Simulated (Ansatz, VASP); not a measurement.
# Two plane-wave programs on Mo

```
Mo
1.0
     2.36551    0.00000    0.00000
     0.00000    2.36551    0.00000
     0.00000    0.00000    2.36551
Mo
1
Direct
  0.00000 0.00000 0.00000
```

Change from the starting cell: volume scaled by 0.75, PAW files.

Alike in both runs: task single point; functional PBE; k mesh 16 × 16 × 16; occupations fermi-dirac, width 0.08 eV; no spin polarisation.

|  | VASP | Ansatz |
| --- | --- | --- |
| version | VASP 6.6.1 | Ansatz 0.2.0 |
| potentials or method | VASP PAW PBE potentials, release 64 (Mo_sv) | PAW with Ansatz's default frozen-core files, scalar-relativistic |
| plane-wave cutoff (eV) | 520 | 420 |
| valence electrons in the cell | 14 | 14 |

Ansatz gave:

- pressure (GPa): 96.4

Question: Which values does VASP return?

Answer: Pressure (GPa): 98.5.

Caveats: the cell as given lies far from equilibrium; so large a pressure means that the cell lies far from this level's equilibrium, or that cutoff or potentials fall short (VASP).
